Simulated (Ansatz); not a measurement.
In doubt: masses and optical values from hybrid runs of this build are listed as unsure, which bears on the screening that GW takes from such a start.

GaN (F-43m), computed twice by G0W0.

The structure is cubic, space group F-43m (No. 216). The conventional cell has a = 4.507 Å, b = 4.507 Å, c = 4.507 Å, α = 90.00°, β = 90.00°, γ = 90.00°. Nearest to Ga lie 4 N at 1.95 Å. Nearest to N lie 4 Ga at 1.95 Å. Farther neighbours and most contacts between anions are not listed.

```
Ga N
1.0
     0.00000    2.25350    2.25350
     2.25350    0.00000    2.25350
     2.25350    2.25350    0.00000
Ga N
1 1
Direct
  0.00000 0.00000 0.00000
  0.75000 0.75000 0.75000
```

The cell and positions are those that the Materials Project relaxed with its own functionals (PBE, PBE+U or r2SCAN), kept fixed. This is not the form that GaN usually takes at ambient conditions.

The first (Ansatz 0.2.0; start HSE06, 10×10×10 mesh, 205 empty bands, screening to 250 eV, hard PAW files; 1 × NVIDIA H100 80GB HBM3 (shared by 6 runs) with 3 threads of AMD EPYC 7R13 (Zen 3), shared host) gave, on its mesh: starting gap 2.98 eV, G0W0 gap 3.48 eV, RPA ε∞ (mean) 4.48, 8.6 min.

The second gave: starting gap 3.65 eV, G0W0 gap 3.67 eV, RPA ε∞ (mean) 4.19, 7.7 min.

Question: What was changed in the input? Choose among start, files, mesh, bands and cutoff, frequency model or another key.

Changed: start from HSE06 to PBE0. A jump of this size in the start, with ε∞ moving the other way, marks another functional. Other changes could give like numbers; this is the one that was made.

Limits: not at the basis limit; no spin-orbit coupling.

[Paths, hosts, dates, memory and timing lines, banners, echoed tables and standing remarks are left out of the program output.]

[Logs are printed without paths, hosts, clocks, repeated set-up lines and the standing remarks that a program may print on its own settings, such as how far it seeks lower states.]

[Runs of the session that timed out or met a known fault of the program may be left out.]

[Cells called generated may have been cut or substituted from an entry of the Crystallography Open Database or the Materials Project.]

[Hosts, paths, dates, database ids (printed as entryN), source tags and the programs' standing remarks are cut or masked in the printed files.]
